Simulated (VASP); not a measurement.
# WC (Fd-3m) in VASP: notebook, part 2 of 2

VASP 6.6.1. The steps go on from the part before.

### Step 3. Relaxation of the volume alone, LDA

INCAR

```
PREC = Accurate ; ENCUT = 600
EDIFF = 1E-6 ; ISMEAR = -5
SIGMA = 0.2 ; LREAL = False
LASPH = True ; NELM = 80
ALGO = Normal ; ISIF = 7
LWAVE = False ; LCHARG = False
IBRION = 2 ; NSW = 60
EDIFFG = -0.02 ; PSTRESS = 0
```

KPOINTS

```
regular mesh
0
Gamma
  6 6 6
```

POSCAR

```
WC
1.0
    0.0000000000      2.8868000000      2.8868000000
    2.8868000000      0.0000000000      2.8868000000
    2.8868000000      2.8868000000      0.0000000000
W C
2 2
Direct
    0.5000000000      0.5000000000      0.5000000000
    0.7500000000      0.7500000000      0.7500000000
    0.0000000000      0.0000000000      0.0000000000
    0.2500000000      0.2500000000      0.2500000000
```

Potentials or basis: VASP PAW LDA potentials, release 64 (W_sv, C).

The run is started by

```sh
$ cat potpaw_LDA.64/W_sv/POTCAR potpaw_LDA.64/C/POTCAR > POTCAR
$ mpirun -np 1 vasp_std > vasp.out
```

OUTCAR:

```text
PREC = Accurate
   ENCUT = 600
   EDIFF = 1E-6
   ISMEAR = -5
   LREAL = False
   LASPH = True
   NELM = 80
   ISIF = 7
   IBRION = 2
   NSW = 60
   EDIFFG = -0.02
   PSTRESS = 0

 ion  position               nearest neighbor table
   1  0.500  0.500  0.500-   4 2.50   4 2.50   4 2.50   2 2.50   2 2.50   2 2.50   4 2.50   2 2.50

   2  0.750  0.750  0.750-   1 2.50   1 2.50   1 2.50   3 2.50   3 2.50   3 2.50   3 2.50   1 2.50

   3  0.000  0.000  0.000-   2 2.50   2 2.50   2 2.50   2 2.50
   4  0.250  0.250  0.250-   1 2.50   1 2.50   1 2.50   1 2.50

  LATTYP: Found a face centered cubic cell.
 ALAT       =     5.7736000000

  Lattice vectors:

 A1 = (   0.0000000000,   2.8868000000,   2.8868000000)
 A2 = (   2.8868000000,   0.0000000000,   2.8868000000)
 A3 = (   2.8868000000,   2.8868000000,   0.0000000000)

Analysis of symmetry for initial positions (statically):
[... 182 lines left out ...]
 Fermi energy:         9.4914946345

 k-point     1 :       0.0000    0.0000    0.0000
  band No.  band energies     occupation
      1     -64.1513      2.00000
      2     -63.7897      2.00000
      3     -29.0467      2.00000
      4     -29.0467      2.00000
      5     -29.0467      2.00000
      6     -28.0541      2.00000
[... 464 lines left out ...]
--------------------------------------- Ionic step        3  -------------------------------------------

 number of electron      35.9999999 magnetization

 Free energy of the ion-electron system (eV)
  ---------------------------------------------------
  ext. energy  EPLUGINS =         0.00000000
  ---------------------------------------------------
  free energy    TOTEN  =       -39.19391952 eV

  energy without entropy =      -39.19391952  energy(sigma->0) =      -39.19391952

 E-fermi :  10.0627     XC(G=0): -13.4418

 val. band max:       10.5629298603   @ k =   0.5000   0.0000   0.0000
 cond. band min:       9.6963719477   @ k =   0.5000   0.5000   0.0000
 fundamental gap:     -0.8665579125
 Fermi energy:        10.0627058969

 k-point     1 :       0.0000    0.0000    0.0000
  band No.  band energies     occupation
      1     -63.5641      2.00000
      2     -63.1401      2.00000
      3     -28.5267      2.00000
      4     -28.5267      2.00000
      5     -28.5267      2.00000
      6     -27.4178      2.00000
[... 420 lines left out ...]
  FREE ENERGIE OF THE ION-ELECTRON SYSTEM (eV)
  ---------------------------------------------------
  free  energy   TOTEN  =       -39.1939195185 eV

  energy  without entropy=      -39.1939195185  energy(sigma->0) =      -39.19391952

 reached required accuracy - stopping structural energy minimisation
```

OSZICAR:

```text
N       E                     dE             d eps       ncg     rms          rms(c)
DAV:   1     0.385041395170E+03    0.38504E+03   -0.23655E+04   704   0.203E+03
DAV:   2    -0.200743533305E+02   -0.40512E+03   -0.39931E+03   766   0.543E+02
DAV:   3    -0.401905805668E+02   -0.20116E+02   -0.19835E+02   942   0.104E+02
[... 37 lines left out ...]
DAV:  11    -0.391939226808E+02    0.19758E-05   -0.22067E-05   506   0.649E-03    0.503E-03
DAV:  12    -0.391939159020E+02    0.67789E-05   -0.58746E-07   400   0.471E-03    0.594E-03
DAV:  13    -0.391939172843E+02   -0.13823E-05   -0.11688E-07   388   0.276E-03    0.548E-03
DAV:  14    -0.391939192698E+02   -0.19855E-05   -0.65382E-08   370   0.147E-03    0.476E-03
DAV:  15    -0.391939195185E+02   -0.24863E-06   -0.16193E-08   370   0.834E-04
   3 F= -.39193920E+02 E0= -.39193920E+02  d E =-.684967E-01
```

Run time: 59 s. Hardware: 1 thread of Intel Xeon Platinum 8488C (Sapphire Rapids), shared host; peak memory 0.18 GiB.

Results:

```
Free energy                            : -39.1939 eV
Relaxed volume                         : 11.54 Å³/atom
Relaxed cell                           : a = 4.027 Å, b = 4.027 Å, c = 4.027 Å, α = 60.00°, β = 60.00°, γ = 60.00°
Space group after relaxing (to 0.05 Å) : Fd-3m (No. 227)
Energy gained by relaxing              : 17.1 meV/atom
Ionic steps                            : 3
Pressure after relaxing                : -0.1 GPa
Band gap on the k mesh                 : none (metal or under the smearing width)
```

The path:
```csv
step,energy change (eV),largest force (eV/Å),pressure (GPa),volume (Å³)
1,0.0000,0.0000,-10.38,48.11
2,0.1568,0.0000,23.82,42.89
3,-0.0685,0.0000,-0.13,46.17
```

Final structure:
```xyz
4
Lattice="0.0000 2.8474 2.8474 2.8474 0.0000 2.8474 2.8474 2.8474 0.0000" Properties=species:S:1:pos:R:3 pbc="T T T"
W     2.8474    2.8474    2.8474
W     4.2710    4.2710    4.2710
C     0.0000    0.0000    0.0000
C     1.4237    1.4237    1.4237
```

Caveat: tetrahedron occupations give inexact forces and stress in metals. The run has no spin-orbit coupling, so splittings on W are missing.

### Step 4. Relaxation of cell and atoms, LDA, target pressure 2 GPa, at which the enthalpy is minimised

INCAR

```
SYSTEM = WC
ALGO = Normal
EDIFF = 1E-6
EDIFFG = -0.02
ENCUT = 600
IBRION = 2
ISIF = 3
ISMEAR = -1
LASPH = .TRUE.
LCHARG = .FALSE.
LREAL = .FALSE.
LWAVE = .FALSE.
NELM = 80
NSW = 60
PREC = Accurate
PSTRESS = 20
SIGMA = 0.05
```

KPOINTS

```
k-points
0
G
  6 6 6
  0 0 0
```

POSCAR is that of step 3.

The run is started by

```sh
$ cat potpaw_LDA.64/W_sv/POTCAR potpaw_LDA.64/C/POTCAR > POTCAR
$ mpirun -np 1 vasp_std > vasp.out
```

Run time: 54 s. Hardware: 1 thread of Intel Xeon Platinum 8488C (Sapphire Rapids), shared host; peak memory 0.18 GiB.

The run converged. Its results:

```yaml
Free_energy: -39.2135 eV
Relaxed_volume: 11.45 Å³/atom
Relaxed_cell: a = 4.016 Å, b = 4.016 Å, c = 4.016 Å, α = 60.00°, β = 60.00°, γ = 60.00°
Space_group_after_relaxing_to_0.05_Å: Fd-3m (No. 227)
Energy_change_on_relaxing_the_enthalpy_is_what_falls: -16.8 meV/atom
Ionic_steps: 4
Pressure_after_relaxing: 2.0 GPa
Band_gap_on_the_k_mesh: none (metal or under the smearing width)
```

The path:
```tsv
step	energy change (eV)	largest force (eV/Å)	pressure (GPa)	volume (Å³)
1	0.0000	0.0000	-10.73	48.11
2	0.3580	0.0000	34.15	41.76
3	-0.0679	0.0000	1.57	45.87
4	-0.0673	0.0000	1.95	45.81
```

Final structure:
```xyz
4
Lattice="0.0000 2.8399 2.8399 2.8399 0.0000 2.8399 2.8399 2.8399 0.0000" Properties=species:S:1:pos:R:3 pbc="T T T"
W     2.8399    2.8399    2.8399
W     4.2599    4.2599    4.2599
C     5.6798    2.8399    2.8399
C     1.4200    1.4200    1.4200
```

Levels at points of the mesh, in eV from the Fermi level:
```tsv
k point	band 14	band 15	band 16	band 17	band 18	band 19	band 20	band 21	band 22
(0.00, 0.00, 0.00)	-3.72	-3.72	-3.08	-3.08	-3.08	1.50	1.50	1.50	1.59
(0.50, 0.00, 0.00)	-3.57	-3.57	-2.44	0.55	0.55	1.58	1.58	1.70	2.54
(0.50, 0.50, 0.00)	-4.39	-1.74	-1.74	-0.34	-0.34	-0.31	-0.31	0.34	0.34
```

Caveat: the cell is relaxed towards a set pressure, so the enthalpy falls and the energy may rise. Spin-orbit coupling is left out, which matters for the levels of W.

### Step 5. Relaxation of cell and atoms, LDA, target pressure 5 GPa, at which the enthalpy is minimised

Changes to INCAR since step 4:

```diff
@@ -15,3 +15,3 @@
 PREC = Accurate
-PSTRESS = 20
+PSTRESS = 50
 SIGMA = 0.05
```

KPOINTS is that of step 4.

POSCAR is that of step 4.

The run is started by

```sh
$ cat potpaw_LDA.64/W_sv/POTCAR potpaw_LDA.64/C/POTCAR > POTCAR
$ mpirun -np 1 vasp_std > vasp.out
```

Wall time 63 s (1 thread of Intel Xeon Platinum 8488C (Sapphire Rapids), shared host); peak memory 0.18 GiB.

It converged, with:

| Property | Result |
| --- | --- |
| Free energy | -39.2037 eV |
| Relaxed volume | 11.34 Å³/atom |
| Relaxed cell | a = 4.003 Å, b = 4.003 Å, c = 4.003 Å, α = 60.00°, β = 60.00°, γ = 60.00° |
| Space group after relaxing (to 0.05 Å) | Fd-3m (No. 227) |
| Energy change on relaxing (the enthalpy is what falls) | -14.4 meV/atom |
| Ionic steps | 4 |
| Pressure after relaxing | 4.9 GPa |
| Band gap on the k mesh | none (metal or under the smearing width) |

The path:
```csv
step,energy change (eV),largest force (eV/Å),pressure (GPa),volume (Å³)
1,0.0000,0.0000,-10.73,48.11
2,0.7239,0.0000,49.37,40.35
3,-0.0601,0.0000,4.31,45.44
4,-0.0575,0.0000,4.90,45.35
```

Final structure:
```
W C
1.0
     0.00000    2.83042    2.83042
     2.83042    0.00000    2.83042
     2.83042    2.83042    0.00000
W C
2 2
Direct
  0.50000 0.50000 0.50000
  0.75000 0.75000 0.75000
  0.00000 0.00000 0.00000
  0.25000 0.25000 0.25000
```

Levels at points of the mesh, in eV from the Fermi level:
```csv
k point,band 14,band 15,band 16,band 17,band 18,band 19,band 20,band 21,band 22
"(0.00, 0.00, 0.00)",-3.78,-3.78,-3.11,-3.11,-3.11,1.53,1.53,1.53,1.68
"(0.50, 0.00, 0.00)",-3.62,-3.62,-2.46,0.57,0.57,1.59,1.59,1.72,2.58
"(0.50, 0.50, 0.00)",-4.41,-1.75,-1.75,-0.36,-0.36,-0.30,-0.30,0.34,0.34
```

Caveat: the cell is relaxed towards a set pressure, so the enthalpy falls and the energy may rise. The run has no spin-orbit coupling, so splittings on W are missing.

### Step 6. Relaxation of cell and atoms, LDA, target pressure 10 GPa, at which the enthalpy is minimised

Changes to INCAR since step 5:

```diff
@@ -15,3 +15,3 @@
 PREC = Accurate
-PSTRESS = 50
+PSTRESS = 100
 SIGMA = 0.05
```

KPOINTS is that of step 5.

POSCAR is that of step 5.

Potentials or basis: VASP PAW LDA potentials, release 64 (W_sv, C).

The run is started by

```sh
$ cat potpaw_LDA.64/W_sv/POTCAR potpaw_LDA.64/C/POTCAR > POTCAR
$ mpirun -np 1 vasp_std > vasp.out
```

It took 62 s on 1 thread of Intel Xeon Platinum 8488C (Sapphire Rapids), shared host; peak memory 0.18 GiB.

Results (log left out):

```yaml
Free_energy: -39.1715 eV
Relaxed_volume: 11.16 Å³/atom
Relaxed_cell: a = 3.982 Å, b = 3.982 Å, c = 3.982 Å, α = 60.00°, β = 60.00°, γ = 60.00°
Space_group_after_relaxing_to_0.05_Å: Fd-3m (No. 227)
Energy_change_on_relaxing_the_enthalpy_is_what_falls: -6.3 meV/atom
Ionic_steps: 4
Pressure_after_relaxing: 9.8 GPa
Band_gap_on_the_k_mesh: none (metal or under the smearing width)
```

The path:
```
step  energy change (eV)  largest force (eV/Å)  pressure (GPa)  volume (Å³)
   1              0.0000                0.0000          -10.73        48.11
   2              1.6337                0.0000           79.81        38.07
   3             -0.0342                0.0000            8.66        44.80
   4             -0.0252                0.0000            9.76        44.64
```

Final structure:
```
W C
1.0
     0.00000    2.81562    2.81562
     2.81562    0.00000    2.81562
     2.81562    2.81562    0.00000
W C
2 2
Direct
  0.50000 0.50000 0.50000
  0.75000 0.75000 0.75000
  0.00000 0.00000 0.00000
  0.25000 0.25000 0.25000
```

Levels at points of the mesh, in eV from the Fermi level:
```csv
k point,band 16,band 17,band 18,band 19,band 20,band 21
"(0.00, 0.00, 0.00)",-3.16,-3.16,-3.16,1.56,1.56,1.56
"(0.50, 0.00, 0.00)",-2.48,0.60,0.60,1.61,1.61,1.75
"(0.50, 0.50, 0.00)",-1.77,-0.40,-0.40,-0.28,-0.28,0.33
```

Caveat: the cell is relaxed towards a set pressure, so the enthalpy falls and the energy may rise. Spin-orbit coupling is left out, which matters for the levels of W.

### Step 7. The runs side by side

| task | cell | smearing | target pressure | other keys | gap on the mesh (eV) | pressure (GPa) | relaxed volume (Å³/atom) |
| --- | --- | --- | --- | --- | --- | --- | --- |
| relaxation of cell and atoms | relaxed | fermi-dirac 0.05 eV | - | - | none | -0.1 | 11.53 |
| relaxation of the volume alone | relaxed | tetrahedron | - | ISIF = 7; ISMEAR = -5; SIGMA = 0.2 | none | -0.1 | 11.54 |
| relaxation of cell and atoms | relaxed to 2 GPa | fermi-dirac 0.05 eV | 2 GPa | - | none | 2.0 | - |
| relaxation of cell and atoms | relaxed to 5 GPa | fermi-dirac 0.05 eV | 5 GPa | - | none | 4.9 | - |
| relaxation of cell and atoms | relaxed to 10 GPa | fermi-dirac 0.05 eV | 10 GPa | - | none | 9.8 | - |

Alike in all rows: level LDA; potentials or basis VASP PAW LDA potentials, release 64 (W_sv, C); no spin polarisation; k mesh 6 × 6 × 6; cutoff (eV) 600.

Caveats: the cell is relaxed towards a set pressure, so the enthalpy falls and the energy may rise (some runs); tetrahedron occupations give inexact forces and stress in metals (some runs).

Total energies depend on the potentials used, so only differences within one code and one set of settings carry meaning.
